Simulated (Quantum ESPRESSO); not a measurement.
ZnSe (Stilleite) under changes of volume

One of the cells (22.757 Å³/atom); the others are scaled copies at fixed shape and fractional positions:

```
CELL_PARAMETERS angstrom
0.00000 2.83380 2.83380
2.83380 0.00000 2.83380
2.83380 2.83380 0.00000
ATOMIC_POSITIONS crystal
Se 0.75000 0.75000 0.75000
Zn 0.00000 0.00000 0.00000
```

| Quantity | Value |
| --- | --- |
| Program | Quantum ESPRESSO 7.5 |
| Functional | r2SCAN |
| Potentials or basis | SG15 PBE 1.2 |
| Cutoff | 952 eV |
| Density cutoff | 3810 eV |
| k mesh | 6 × 6 × 6 |
| Occupations | fermi-dirac, width 0.05 eV |
| Spin | no spin polarisation |

```tsv
volume (Å³/atom)	energy over the lowest point (meV/atom)	pressure (GPa)	gap on the mesh (eV)
21.391	25.45	5.4	2.05
21.846	12.46	3.7	1.96
22.301	4.21	2.1	1.87
22.757	0.20	0.7	1.79
23.212	0.00	-0.6	1.70
23.667	3.24	-1.7	1.62
24.122	?	?	?
```

Problem. What does the run at 24.122 Å³/atom give?

Solution. Energy over the lowest point 9.55 meV/atom; pressure -2.8 GPa; gap on the mesh 1.55 eV.

Worked out: A Birch-Murnaghan fit of order 3 (a polynomial in V^(-2/3)) to the other rows has its minimum at 23.01 Å³/atom with B0 = V·E''(V) = 64 GPa and B' = 4.4. It gives 9.55 meV/atom at 24.122 Å³/atom, against the run's 9.55, and -dE/dV = -2.7 GPa, against -2.8. A straight line through the other rows of the gap, of slope -4.25 eV per unit of ln V (its deformation potential), extrapolates to 1.54 eV, against the run's 1.55.

Energies are extrapolated to zero smearing.

Caveats: the potentials were made for another functional, which shifts forces and pressure.

Spin-orbit coupling on Se is left out.
